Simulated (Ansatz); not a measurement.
# Ga2O3 (Ga2O3): the cost of one run

Program: Ansatz 0.2.0. Level of theory: DFT LDA, scalar-relativistic, plane waves, PAW. These are calculated values, not measurements.

## (1) Starting point

Symmetry: C2/m, No. 12, monoclinic system. The conventional cell has a = 12.214 Å, b = 3.037 Å, c = 5.798 Å, α = 90.00°, β = 103.83°, γ = 90.00°. Around Ga (site symmetry m) lie 4 O at 1.83 to 1.86 Å. Ga (site symmetry m) has 6 O at 1.94 to 2.07 Å as nearest neighbours. Around O (site symmetry m) lie 3 Ga at 1.83 to 1.94 Å. Around O (site symmetry m) lie 4 Ga at 1.86 to 2.07 Å.

As a file:

```xyz
10
Lattice="6.1070 -1.5186 0.0000 6.1070 1.5186 0.0000 -1.3860 0.0000 5.6300" Properties=species:S:1:pos:R:3 pbc="T T T"
Ga    0.0041    0.0000    4.4736
Ga   10.8240    0.0000    1.1564
Ga    7.6096    0.0000    1.7679
Ga    3.2184    0.0000    3.8621
O     1.8570    0.0000    0.6182
O     8.9710    0.0000    5.0118
O     1.3361    0.0000    3.1708
O     9.4919    0.0000    2.4592
O     5.7013    0.0000    1.4447
O     5.1267    0.0000    4.1853
```

The structure rests on an entry of the Crystallography Open Database; cell or positions may have been set otherwise for this series.

## (2) Relaxing cell and atoms: Ga2O3 (Ga2O3), no spin

input.yaml

```yaml
crystal:
  lattice:
    - [6.107, -1.51855, 0.0]
    - [6.107, 1.51855, 0.0]
    - [-1.3859888959, 0.0, 5.630008738]
  atoms:
    - { symbol: Ga, position: [0.0905, 0.0905, 0.7946] }
    - { symbol: Ga, position: [0.9095, 0.9095, 0.2054] }
    - { symbol: Ga, position: [0.65866, 0.65866, 0.31402] }
    - { symbol: Ga, position: [0.34134, 0.34134, 0.68598] }
    - { symbol: O, position: [0.1645, 0.1645, 0.1098] }
    - { symbol: O, position: [0.8355, 0.8355, 0.8902] }
    - { symbol: O, position: [0.1733, 0.1733, 0.5632] }
    - { symbol: O, position: [0.8267, 0.8267, 0.4368] }
    - { symbol: O, position: [0.4959, 0.4959, 0.2566] }
    - { symbol: O, position: [0.5041, 0.5041, 0.7434] }
scf:
  occupations: { method: fixed }
output:
  forces: true
  stress: true
  eigenvalues: true
  write_density: true
  write_potential: true
  elf: true
  volumetric_format: npy
hamiltonian:
  xc: lda
  pseudopotentials: { kind: paw, azcp: { folder: soft_1 } }
kpoints:
  mp_grid: { grid: [2, 2, 2] }
basis:
  ecutwfc: 400
relax:
  f_tol: 0.002
  max_steps: 60
  cell: { stress_tol: 0.02 }
```

Run with:

```console
$ ansatz run input.yaml --threads 4 --pin off --max-ram 10240MiB --backend cpu --events-out ev --progress --plain --runs-dir out
```

Q: Estimate wall time and peak memory on 4 threads of Intel Xeon Platinum 8259CL at 2.50GHz (Skylake/Cascade Lake), shared host.

About 13 s, with a peak of 0.47 GiB.
